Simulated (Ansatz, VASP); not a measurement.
**One calculation of LiCl, two programs**

The input INCAR:

```
SYSTEM = LiCl
PREC = Accurate
ENCUT = 520
EDIFF = 1E-6
ISMEAR = -1
SIGMA = 0.05
LREAL = .False.
LASPH = .True.
NELM = 80
ALGO = Normal
ISIF = 2
LWAVE = .False.
LCHARG = .True.
GGA = PE
LELF = .True.
LVHAR = .True.
NBANDS = 12
```

Contents of KPOINTS:

```
regular mesh
0
Gamma
  5 5 5
  0 0 0
```

POSCAR

```
LiCl
1.0
    0.0000000000      2.5647700000      2.5647700000
    2.5647700000      0.0000000000      2.5647700000
    2.5647700000      2.5647700000      0.0000000000
Cl Li
1 1
Direct
    0.5000000000      0.5000000000      0.5000000000
    0.0000000000      0.0000000000      0.0000000000
```

input.yaml

```yaml
crystal:
  lattice:
    - [0.0, 2.56477, 2.56477]
    - [2.56477, 0.0, 2.56477]
    - [2.56477, 2.56477, 0.0]
  atoms:
    - { symbol: Cl, position: [0.5, 0.5, 0.5] }
    - { symbol: Li, position: [0.0, 0.0, 0.0] }
hamiltonian:
  xc: pbe
  pseudopotentials: { kind: paw }
kpoints:
  mp_grid: { grid: [5, 5, 5] }
scf:
  occupations: { method: fermi_dirac, width: 0.05 }
  n_extra_bands: 6
output:
  forces: true
  stress: true
  eigenvalues: true
  dos: { projected: true, de: 0.05, nscf_kmesh: { grid: [8, 8, 8] } }
  write_density: true
  write_potential: true
  elf: true
  volumetric_format: npy
```

Alike in both runs: functional PBE; k mesh 5 × 5 × 5; occupations fermi-dirac, width 0.05 eV; no spin polarisation.

|  | VASP | Ansatz |
| --- | --- | --- |
| version | VASP 6.6.1 | Ansatz 0.2.0 |
| potentials or method | VASP PAW PBE potentials, release 64 (Cl, Li_sv) | Ansatz PAW |
| plane-wave cutoff (eV) | 520 | 420 |
| valence electrons in the cell | 10 | 10 |
| task | single point | projected density of states |

Ansatz gave:

```
gap on the k mesh at the Fermi level (eV) : 6.33
least direct gap on the mesh (eV)         : 6.33
```

Problem. Estimate VASP's values.

Solution. gap on the k mesh at the Fermi level (eV): 6.34; least direct gap on the mesh (eV): 6.34.

With one functional, cell and mesh, what is left measures potentials, basis and numerics.

Caveats: the k mesh is coarse (spacing up to 0.42 Å⁻¹), so the values aren't converged; odd divisions of the mesh miss points on the zone boundary, where band edges often lie, so the gap on the mesh can be too wide (Ansatz); the density of states is complete only up to the lowest level of the last band computed (Ansatz). As with any semilocal functional, this PBE gap is likely too small.
